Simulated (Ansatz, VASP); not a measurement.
Re: VASP beside Ansatz

```
Re
1.0
    -1.56734    1.56734    1.56734
     1.56734   -1.56734    1.56734
     1.56734    1.56734   -1.56734
Re
1
Direct
  0.00000 0.00000 0.00000
```

Change from the starting cell: volume scaled by 1.02.

Alike in both runs: task single point; functional PBE; k mesh 15 × 15 × 15; occupations fermi-dirac, width 0.05 eV; no spin polarisation.

|  | VASP | Ansatz |
| --- | --- | --- |
| version | VASP 6.6.1 | Ansatz 0.2.0 |
| potentials or method | VASP PAW PBE potentials, release 64 (Re), cutoff 520 eV | all-electron LAPW, scalar-relativistic |

|  | VASP | Ansatz | Ansatz less VASP |
| --- | --- | --- | --- |
| pressure (GPa) | -7.3 | -6.6 | +0.68 |

Ansatz ran all-electron here, so the differences hold the error of VASP's frozen core and of both bases.

Spin-orbit coupling is left out, which matters for the levels of Re.
